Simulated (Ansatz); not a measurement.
Relaxed bulk TiSi2:

```yaml
crystal:
  lattice:
    - [0.00000, 4.11599, 4.25811]
    - [2.39034, 0.00000, 4.25811]
    - [2.39034, 4.11599, 0.00000]
  atoms:
    - { symbol: Ti, position: [0.75000, 0.75000, 0.75000] }
    - { symbol: Ti, position: [0.50000, 0.50000, 0.50000] }
    - { symbol: Si, position: [0.08733, 0.41267, 0.08733] }
    - { symbol: Si, position: [0.41267, 0.08733, 0.41267] }
    - { symbol: Si, position: [0.16267, 0.83733, 0.16267] }
    - { symbol: Si, position: [0.83733, 0.16267, 0.83733] }
```

Miller indices refer to the conventional cell of Fddd (No. 70), a = 4.781 Å, b = 8.232 Å, c = 8.516 Å, α = 90.00°, β = 90.00°, γ = 90.00°.

Consider the (110) slab of 17 planes, 11.1 Å thick with 15 Å of vacuum as cut; outer planes Si (top) and Si (bottom), all atoms relaxed.

Level of theory: DFT r2SCAN, scalar-relativistic, plane waves, PAW in Ansatz 0.2.0. Cutoff 500 eV; k points 7×4×1 on the computed 34-atom cell (Γ-centred); Gaussian smearing, width 0.10 eV; no spin polarisation. A dipole correction removes the field between periodic images along c.

The slab isn't stoichiometric (Ti5Si12), so its surface energy depends on the chemical potentials; it is given with the excess atoms taken from the element's standard state, a limit at which the compound may itself be unstable, so the figure can be too low. The work function read from the bulk's Fermi level differs by 0.30 eV, so the slab's middle doesn't match the bulk reference (too thin, or relaxed to another structure or magnetic state).

Problem. Predict the surface energy with the excess atoms taken from the elements.

Solution. 1.82 J/m².

Problem. Give the work function.

Solution. 4.35 eV.

Problem. The top two planes lie 0.722 Å apart in the bulk. How does relaxation change this?

Solution. The spacing becomes 0.102 Å (-85.8 %).